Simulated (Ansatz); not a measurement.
# PbS: band gap under strain

How does strain move the band edges of PbS in the rocksalt structure, and do the functionals agree on it? States: no strain; -5.0 % equal strain in all directions; +5.0 % strain along x alone.

The runs shown are made with Ansatz 0.2.0. PAW datasets, plane waves. Spin-unpolarised throughout; all numbers are computed.

### 1 Starting point

The unstrained cell was relaxed with r2SCAN; in each strained cell the atoms were relaxed again with r2SCAN. Names of k-points are those of the unstrained zone, where strain can split equivalent points. First state: no strain.

It is cubic, Fm-3m (No. 225); a = 5.974 Å in the conventional setting, 26.66 Å³ an atom. Around Pb lie 6 S at 2.99 Å; around S lie 6 Pb at 2.99 Å.

As a file:

```cif
data_structure
_symmetry_space_group_name_H-M 'Fm-3m'
_symmetry_Int_Tables_number 225
_cell_length_a 5.9745
_cell_length_b 5.9745
_cell_length_c 5.9745
_cell_angle_alpha 90.000
_cell_angle_beta 90.000
_cell_angle_gamma 90.000
_cell_volume 213.25
loop_
_atom_site_label
_atom_site_type_symbol
_atom_site_symmetry_multiplicity
_atom_site_Wyckoff_symbol
_atom_site_fract_x
_atom_site_fract_y
_atom_site_fract_z
_atom_site_occupancy
Pb1 Pb 4 a 0.00000 0.00000 0.00000 1
S1 S 4 b 0.50000 0.00000 0.00000 1
```

### 2 No strain: PBE

input.yaml

```yaml
crystal:
  lattice:
    - [0.0, 2.9872326717, 2.9872326717]
    - [2.9872326717, 0.0, 2.9872326717]
    - [2.9872326717, 2.9872326717, 0.0]
  atoms:
    - { symbol: Pb, position: [0.0, 0.0, 0.0] }
    - { symbol: S, position: [0.5, 0.5, 0.5] }
kpoints:
  mp_grid: { grid: [8, 8, 8] }
  band_path:
    path:
      - [0.0, 0.0, 0.0]
      - [0.5, 0.0, 0.5]
      - [0.625, 0.25, 0.625]
      - [0.375, 0.375, 0.75]
      - [0.5, 0.5, 0.5]
      - [0.5, 0.25, 0.75]
    npoints: 1
hamiltonian:
  xc: pbe
scf:
  occupations: { method: fermi_dirac, width: 0.02 }
  n_extra_bands: 4
output:
  forces: true
  stress: true
  eigenvalues: true
```

After this run come: No strain: r2SCAN; No strain: HSE06; No strain: G0W0@PBE; -5.0 % equal strain in all directions: PBE; -5.0 % equal strain in all directions: r2SCAN; -5.0 % equal strain in all directions: HSE06; +5.0 % strain along x alone: PBE; +5.0 % strain along x alone: r2SCAN; +5.0 % strain along x alone: HSE06; +5.0 % strain along x alone: G0W0@PBE.

What does the calculation give?

The runs gave:

Least gap in eV (negative: overlap), with the change from the unstrained cell in brackets. G0W0 is on its own coarse mesh.

| state | volume change (%) | PBE | r2SCAN | HSE06 | G0W0 |
| --- | --- | --- | --- | --- | --- |
| no strain | +0.0 | 0.43 | 0.69 | 0.88 | 0.61 |
| -5.0 % equal strain in all directions | -14.3 | 0.23 (-0.20) | 0.01 (-0.68) | 0.10 (-0.78) | – |
| +5.0 % strain along x alone | +5.0 | 0.54 (+0.11) | 0.80 (+0.11) | 1.01 (+0.13) | 0.76 (+0.15) |

**Reading.** The largest move of the HSE06 gap in the table is -0.780 eV, under -5.0 % equal strain in all directions. PBE and HSE06 differ by 0.44 eV on the unstrained gap, and by at most 0.58 eV on its change. Spin-orbit coupling is left out of the table, though the cell holds Pb (Z = 82); in an element this heavy it can shift bands and gaps by tenths of an eV. G0W0 here is at a finite number of bands, screening cutoff and k mesh, not at the basis limit.
